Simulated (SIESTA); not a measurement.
# PbSe (Clausthalite): band structure with PBE

**What was measured.**

A printed reference work, monograph reports, for a bulk crystal of PbSe at 300 K: band gap 0.28 eV (direct).

Crystal: PbSe (Clausthalite).

```
Pb Se
1.0
     0.00000    3.06065    3.06065
     3.06065    0.00000    3.06065
     3.06065    3.06065    0.00000
Pb Se
1 1
Cartesian
  0.0000 0.0000 0.0000
  3.0606 3.0606 3.0606
```

```yaml
Program: SIESTA 5.4.2
Task: band structure
Functional: PBE
Potentials_or_basis: PseudoDojo 0.4 standard (PBE files)
Basis: TZP (energy shift 0.003 Ry; two zetas on semicore shells)
Grid_cutoff: 500 Ry
Energy_shift: 0.003 Ry
k_mesh: 8 × 8 × 8
Occupations: fermi-dirac, width 0.05 eV
Spin: no spin polarisation
```

```
Pressure                : 3.4 GPa
Band gap on the k mesh  : 0.35 eV, direct
Band gap along the path : 0.35 eV, direct
```

Levels at the corners of the path, in eV from the valence-band top:
```tsv
point	band 11	band 12	band 13	band 14	band 15	band 16	band 17	band 18	band 19	band 20
Γ	-13.59	-6.33	-1.83	-1.83	-1.83	4.73	4.73	4.73	7.18	7.18
X	-12.15	-7.40	-5.01	-3.23	-3.23	4.12	5.66	5.66	6.10	12.71
W	-12.11	-8.04	-4.25	-4.25	-0.78	1.94	5.14	5.14	8.04	8.04
K	-12.15	-8.07	-4.60	-2.72	-2.39	3.55	4.07	5.55	6.20	10.91
Γ	-13.59	-6.33	-1.83	-1.83	-1.83	4.73	4.73	4.73	7.18	7.18
L	-12.52	-8.84	-1.47	-1.47	0.00	0.35	1.86	1.86	8.75	11.13
U	-12.15	-8.07	-4.60	-2.72	-2.39	3.55	4.07	5.55	6.20	10.91
W	-12.11	-8.04	-4.25	-4.25	-0.78	1.94	5.14	5.14	8.04	8.04
L	-12.52	-8.84	-1.47	-1.47	0.00	0.35	1.86	1.86	8.75	11.13
K	-12.15	-8.07	-4.60	-2.72	-2.39	3.55	4.07	5.55	6.20	10.91
U	-12.15	-8.07	-4.60	-2.72	-2.39	3.55	4.07	5.55	6.20	10.91
X	-12.15	-7.40	-5.01	-3.23	-3.23	4.12	5.66	5.66	6.10	12.71
```

Wall time 62 s on 1 thread of AMD EPYC 7R43 64-Core Processor (Zen 3), with other jobs on the host, peak memory 0.27 GiB.

Measured gap of PbSe: 0.28 eV (direct; 300 K; a printed reference work, monograph). This calculation gives 0.35 eV (+0.07 eV). 2 values of this kind are on record (0.15 to 0.28 eV); this one was drawn at random. Spin-orbit coupling on Pb, Se is left out. The value is that of PBE in an atomic basis (PseudoDojo 0.4 standard (PBE files), TZP (energy shift 0.003 Ry; two zetas on semicore shells)), whose error adds to the functional's,, without temperature or zero-point motion.

Caveat: spin-orbit coupling is left out, which as a rule narrows the gap of such compounds by several tenths of an eV; the basis of atomic orbitals isn't converged, which shifts pressures, moduli and gaps.
